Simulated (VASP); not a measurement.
LiH in VASP 6.6.1, single-point calculation

INCAR

```
NBANDS = 14
NSW = 0
ISIF = 2
ENCUT = 520
LWAVE = .FALSE.
LCHARG = .FALSE.
ALGO = Normal
SIGMA = 0.01
EDIFF = 0.0001
PREC = Accurate
IBRION = -1
NELM = 120
METAGGA = R2SCAN
LASPH = .TRUE.
LREAL = .FALSE.
ISMEAR = 0
```

KPOINTS

```
KPOINTS created by Atomic Simulation Environment
0
Gamma
10 10 10
0 0 0
```

POSCAR

```
Li H
 1.0000000000000000
     0.0000000000000000    1.9429049959000000    1.9429049959000000
     1.9429049959000000    0.0000000000000000    1.9429049959000000
     1.9429049959000000    1.9429049959000000    0.0000000000000000
 Li  H
   1   1
Cartesian
  0.0000000000000000  0.0000000000000000  0.0000000000000000
  1.9429049959000000  1.9429049959000000  1.9429049959000000
```

The recommended PBE PAW datasets give the neutral cell 4 valence electrons.

Command

```
mpirun -np 1 vasp_std
```

Question: How does this run end, and what does it give?

Answer: It converged. Results: gap between bands v and c on the k mesh 3.52 eV; least direct gap on the k mesh 3.52 eV; pressure 3.4 GPa. Band v is the last that the valence electrons fill when counted band by band, and c is the next.

OSZICAR

```
N       E                     dE             d eps       ncg     rms          rms(c)
DAV:   1     0.125510868383E+01    0.12551E+01   -0.13542E+03  1324   0.271E+02
DAV:   2    -0.726358867983E+01   -0.85187E+01   -0.83989E+01  1818   0.607E+01
DAV:   3    -0.741376739701E+01   -0.15018E+00   -0.15012E+00  1666   0.654E+00
DAV:   4    -0.741434570929E+01   -0.57831E-03   -0.57831E-03  1528   0.337E-01
DAV:   5    -0.741434866346E+01   -0.29542E-05   -0.29542E-05  1644   0.181E-02    0.280E+00
DAV:   6    -0.686935402560E+01    0.54499E+00   -0.12483E-01  1340   0.178E+00    0.166E+00
DAV:   7    -0.680077276028E+01    0.68581E-01   -0.15654E-01  1376   0.138E+00    0.291E-01
DAV:   8    -0.680110440817E+01   -0.33165E-03   -0.58658E-03  1736   0.343E-01    0.126E-01
DAV:   9    -0.680165421511E+01   -0.54981E-03   -0.82253E-04  1724   0.149E-01    0.229E-02
DAV:  10    -0.680163599709E+01    0.18218E-04   -0.35769E-05  1490   0.326E-02
   1 F= -.68016360E+01 E0= -.68016360E+01  d E =-.116256E-78
```

For comparison, a separate r²SCAN run of the intended cell, on usual settings and not on those above, gives a gap of 3.52 eV on its mesh and a pressure of 3.4 GPa.
